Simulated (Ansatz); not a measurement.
A run of Ansatz 0.2.0:

The input input.yaml:

```yaml
crystal:
  lattice:
    - [3.8313174605, 0.0, 0.0]
    - [-1.9156587303, 3.3180182508, 0.0]
    - [0.0, 0.0, 6.3326220002]
  atoms:
    - { symbol: Si, position: [0.662409, 0.333713, 0.940325] }
    - { symbol: Si, position: [0.334686, 0.658685, 0.434314] }
    - { symbol: Si, position: [0.674367, 0.345422, 0.562186] }
    - { symbol: Si, position: [0.314249, 0.647393, 0.058825] }
kpoints:
  mp_grid: { grid: [8, 8, 4] }
scf:
  occupations: { method: fermi_dirac, width: 0.05 }
hamiltonian:
  xc: pbe
  pseudopotentials: { kind: all_electron, lapw: { basis_error: 0.001 } }
output:
  forces: true
  stress: true
  eigenvalues: true
  populations: true
```

Potentials or basis: all-electron LAPW, scalar-relativistic.

Launch:

```sh
$ ansatz run input.yaml --threads 2 --pin off --max-ram 6144MiB --backend cpu --events-out ev --progress --plain --runs-dir out
```

Hardware: 2 threads of Arm Neoverse V1 (shared host).

Question: Estimate the wall time of this run.

Answer: Wall time 59 s on 2 threads of Arm Neoverse V1, on a shared host, peak memory 0.55 GiB. Counts: scf iterations 8, plane waves 687, k points 132, bands 29.
